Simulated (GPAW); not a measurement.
Crystal: Hf.

```
Hf
1.0
     3.19670    0.00000    0.00000
    -1.59835    2.76842    0.00000
     0.00000    0.00000    5.05780
Hf
2
Direct
  0.66667 0.33333 0.75000
  0.33333 0.66667 0.25000
```

Base run:

```yaml
Program: GPAW 26.7.0
Functional: PW91
Potentials_or_basis: PAW data sets generated in the run's folder for this functional
Cutoff: 600 eV
Basis: pw
k_mesh: 10 × 10 × 5
Occupations: fermi-dirac, width 0.05 eV
Spin: no spin polarisation
```

Its results: band gap on the k mesh none (metal or under the smearing width); pressure 0.3 GPa.

**Question.** After a change of settings the same cell gave: band gap on the k mesh none (metal or under the smearing width); pressure -3.5 GPa. Which change was it?
A. functional from PW91 to LDA; potentials or basis from PAW data sets generated in the run's folder for this functional to the program's PAW data sets (release 1.2.1) made for this functional
B. functional from PW91 to TPSS; potentials or basis from PAW data sets generated in the run's folder for this functional to GPAW PAW data sets (gpaw-data 1.2.1)
C. functional from PW91 to BLYP
D. functional from PW91 to PBEsol

**Answer.** D.

PBEsol binds more tightly than PW91, so the same cell stands under less pressure.

Runs at the PBE level aren't shown here.
